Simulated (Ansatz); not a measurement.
**CaF$_{2}$ (Fm-3m) under several functionals**

Plane-wave DFT in Ansatz with scalar-relativistic PAW potentials. The same structure was relaxed (cell and atoms, symmetry kept) in separate runs at each level. No spin polarisation.

How do the levels LDA, PBE, PBE+D3(BJ), r2SCAN compare?

```csv
level,cutoff (eV),k mesh,V (Å³/atom),a (Å),gap (eV),B0 (GPa)
LDA,420,8×8×8,12.591,5.326,7.38,–
r2SCAN,500,8×8×8,13.408,5.439,8.03,90
PBE+D3(BJ),420,8×8×8,13.636,5.470,7.28,–
PBE,420,8×8×8,13.944,5.510,7.14,78
```

The usual order of volumes, LDA < PBE, holds here (12.591, 13.944 Å³/atom). As a rule LDA overbinds; PBE's gradient term for exchange weakens bonds. Adding D3 to PBE changes the volume by -2.2 %; the term is attractive, so it pulls cells in. In ionic crystals its C6 for cations, set by coordination number and not by charge, is often too large, so it can pull in too far. r2SCAN lies 3.8 % under PBE in volume. B0 goes from 89.5 to 77.6 GPa as the volume grows by 4.0 %; on one curve with B' = 4.6 the volume alone, B ∝ V^(−B'), would give 74.7 GPa, and the rest of the difference is the functional's own stiffness. Each gap belongs to its own cell, so it mixes the functional's effect with that of the volume; gaps are the least found on the k mesh or on a band path.